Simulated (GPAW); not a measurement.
Crystal: Y.

```xyz
2
Lattice="3.6474 0.0000 0.0000 -1.8237 3.1587 0.0000 0.0000 0.0000 5.7306" Properties=species:S:1:pos:R:3 pbc="T T T"
Y     1.8237    1.0529    4.2980
Y     0.0000    2.1058    1.4326
```

| Item | Value |
| --- | --- |
| Program | GPAW 26.7.0 |
| Task | relaxation of cell and atoms |
| Functional | PBEsol |
| Potentials or basis | PAW data sets generated in the run's folder for this functional |
| Cutoff | 600 eV |
| Basis | pw |
| k mesh | 6 × 6 × 4 |
| Occupations | fermi-dirac, width 0.05 eV |
| Spin | no spin polarisation |

At the start: pressure -2.0 GPa; volume 33.01 Å³/atom.

**Question.** Where does the relaxation end?

**Answer.** Over 5 steps the energy falls by 11.1 meV/atom and the volume is 31.34 Å³/atom (-5.1 %); space group P6_3/mmc (No. 194, to 0.05 Å).

The path:
```
step  energy change (eV)  largest force (eV/Å)  pressure (GPa)  volume (Å³)
   1              0.0000                0.0000           -2.05        66.02
   2             -0.0052                0.0000           -1.81        65.61
   3             -0.0130                0.0000           -1.35        64.83
   4             -0.0199                0.0000           -0.70        63.81
   5             -0.0223                0.0000            0.07        62.67
```

Final structure:
```xyz
2
Lattice="3.5961 0.0000 0.0000 -1.7980 3.1143 0.0000 0.0000 0.0000 5.5959" Properties=species:S:1:pos:R:3 pbc="T T T"
Y     1.7980    1.0381    4.1970
Y     0.0000    2.0762    1.3990
```

Caveat: later steps reuse the first step's grids.
